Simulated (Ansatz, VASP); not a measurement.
# KTaO3 in VASP and in Ansatz

```
CELL_PARAMETERS angstrom
4.06423 0.00000 0.00000
0.00000 4.06423 0.00000
0.00000 0.00000 4.06423
ATOMIC_POSITIONS crystal
K 0.50000 0.50000 0.50000
Ta 0.00000 0.00000 0.00000
O 0.50000 0.00000 0.00000
O 0.00000 0.50000 0.00000
O 0.00000 0.00000 0.50000
```

Alike in both runs: task single point; functional PBE; k mesh 8 × 8 × 8; occupations gaussian, width 0.02 eV; no spin polarisation.

|  | VASP | Ansatz |
| --- | --- | --- |
| version | VASP 6.6.1 | Ansatz 0.2.0 |
| potentials or method | VASP PAW PBE potentials, release 64 (K_sv, Ta_pv, O) | scalar-relativistic, plane waves, PAW |
| plane-wave cutoff (eV) | 520 | 420 |
| valence electrons in the cell | 38 | 40 |

Ansatz gave:

```
gap on the k mesh at the Fermi level (eV) : 2.09
least direct gap on the mesh (eV)         : 2.72
pressure (GPa)                            : -5.2
```

Task: Estimate VASP's values.

Result: gap on the k mesh at the Fermi level (eV): 2.05; least direct gap on the mesh (eV): 2.69; pressure (GPa): -4.7.

The two sets of potentials don't hold the same shells in valence.

Caveats: spin-orbit coupling is left out, which moves the levels of the heavy elements. A k mesh can miss the band edges. Expect the measured gap to be larger: semilocal functionals such as PBE lack the derivative discontinuity.
